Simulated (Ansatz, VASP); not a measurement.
This is a calculation of Cu for Ansatz 0.2.0.

File input.yaml:

```yaml
crystal:
  lattice:
    - [2.5170887971, 0.0, 0.0]
    - [-1.2585443986, 2.1798628419, 0.0]
    - [0.0, 0.0, 4.0849690207]
  atoms:
    - { symbol: Cu, position: [0.6666666667, 0.3333333333, 0.75] }
    - { symbol: Cu, position: [0.3333333333, 0.6666666667, 0.25] }
kpoints:
  mp_grid: { grid: [12, 12, 7] }
scf:
  occupations: { method: fermi_dirac, width: 0.05 }
hamiltonian:
  xc: lda
  pseudopotentials: { kind: all_electron, lapw: { basis_error: 0.001 } }
output:
  forces: true
  stress: true
  eigenvalues: true
```

Potentials or basis: all-electron LAPW, scalar-relativistic.

Launch:

```sh
$ ansatz run input.yaml --threads 1 --pin off --max-ram 3072MiB --backend cpu --events-out ev --progress --plain --runs-dir out
```

**Question.** Set up the same calculation for VASP 6.6.1. Potentials there: VASP PAW LDA potentials, release 64 (Cu).

**Answer.** As run (the cutoff follows the program's own potentials):

Contents of INCAR:

```
ALGO = Fast
EDIFF = 1E-6
ENCUT = 520
GGA = CA
ISIF = 2
ISMEAR = -1
LASPH = True
LCHARG = False
LREAL = False
LWAVE = False
NBANDS = 18
NELM = 80
PREC = Accurate
SIGMA = 0.05
```

File KPOINTS:

```
k-points
0
Gamma
  12 12 7
```

The input POSCAR:

```
Cu
1.0
    2.5170887971      0.0000000000      0.0000000000
   -1.2585443986      2.1798628419      0.0000000000
    0.0000000000      0.0000000000      4.0849690207
Cu
2
Direct
    0.6666666667      0.3333333333      0.7500000000
    0.3333333333      0.6666666667      0.2500000000
```

Potentials or basis: VASP PAW LDA potentials, release 64 (Cu).

Command:

```bash
$ cat potpaw_LDA.64/Cu/POTCAR > POTCAR
$ mpirun -np 1 vasp_std > vasp.out
```

Both were run:

|  | VASP | Ansatz | Ansatz less VASP |
| --- | --- | --- | --- |
| gap on the k mesh at the Fermi level (eV) | none | none | - |
| pressure (GPa) | -3.6 | -4.8 | -1.15 |
| largest component of the traceless stress (GPa) | 0.19 | 0.26 | +0.075 |

A gap of «none» marks a metal or a gap that the smearing closes. Ansatz ran all-electron here, so the differences hold the error of VASP's frozen core and of both bases.
